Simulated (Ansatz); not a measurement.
Wanted: the native input for an Ansatz 0.2.0 run.

```
Task                                : band structure
Functional                          : HSE06
Potentials or basis                 : Ansatz PAW
Cutoff                              : 420 eV (not typed: the program's choice for these potentials)
k mesh                              : 6 × 6 × 2
Occupations                         : fermi-dirac, width 0.05 eV
Spin                                : no spin polarisation
Path                                : [["G", "M", "K", "G", "A", "L", "H", "A"], ["L", "M"], ["K", "H"]]
Points for each segment of the path : 4
```

Crystal: Te2Mo.

```
CELL_PARAMETERS angstrom
3.51820 0.00000 0.00000
-1.75910 3.04685 0.00000
0.00000 0.00000 13.97360
ATOMIC_POSITIONS crystal
Te 0.66667 0.33333 0.37900
Te 0.33333 0.66667 0.87900
Te 0.66667 0.33333 0.12100
Te 0.33333 0.66667 0.62100
Mo 0.66667 0.33333 0.75000
Mo 0.33333 0.66667 0.25000
```

One way to write it, as run:

input

```
crystal:
  lattice:
    - [3.5182, 0.0, 0.0]
    - [-1.7591, 3.0468505756, 0.0]
    - [0.0, 0.0, 13.9736]
  atoms:
    - { symbol: Te, position: [0.6666666667, 0.3333333333, 0.379] }
    - { symbol: Te, position: [0.3333333333, 0.6666666667, 0.879] }
    - { symbol: Te, position: [0.6666666667, 0.3333333333, 0.121] }
    - { symbol: Te, position: [0.3333333333, 0.6666666667, 0.621] }
    - { symbol: Mo, position: [0.6666666667, 0.3333333333, 0.75] }
    - { symbol: Mo, position: [0.3333333333, 0.6666666667, 0.25] }
hamiltonian:
  xc: hse06
  pseudopotentials: { kind: paw }
kpoints:
  mp_grid: { grid: [6, 6, 2] }
  band_path:
    path:
      - [[0.0, 0.0, 0.0], [0.5, 0.0, 0.0], [0.3333333333, 0.3333333333, 0.0], [0.0, 0.0, 0.0], [0.0, 0.0, 0.5], [0.5, 0.0, 0.5], [0.3333333333, 0.3333333333, 0.5], [0.0, 0.0, 0.5]]
      - [[0.5, 0.0, 0.5], [0.5, 0.0, 0.0]]
      - [[0.3333333333, 0.3333333333, 0.0], [0.3333333333, 0.3333333333, 0.5]]
    npoints: 4
scf:
  occupations: { method: fermi_dirac, width: 0.05 }
  n_extra_bands: 15
output:
  forces: true
  stress: true
  eigenvalues: true
  fatbands: false
  write_density: true
  write_potential: true
  elf: true
  volumetric_format: npy
```

Results of the run:

```
Pressure                : -0.7 GPa
Largest force           : 0.343 eV/Å
Band gap on the k mesh  : 1.24 eV, indirect (least direct gap 1.46 eV)
Band gap along the path : 1.24 eV, indirect (least direct gap 1.46 eV)
```

Caveat: spin-orbit coupling is left out, which moves the levels of the heavy elements; this functional lacks dispersion, which binds the layers, so the pressure and a relaxed spacing across them are unreliable; the PAW data sets come from PBE, with cores solved anew for the run's functional, which leaves a small shift of forces and pressure; the thresholds are loose for stress.

Wall time 2.6 min on 1 × NVIDIA H100 80GB HBM3 with 2 threads of AMD EPYC 7R13 Processor (Zen 3), on a shared host, peak memory 3.1 GiB.
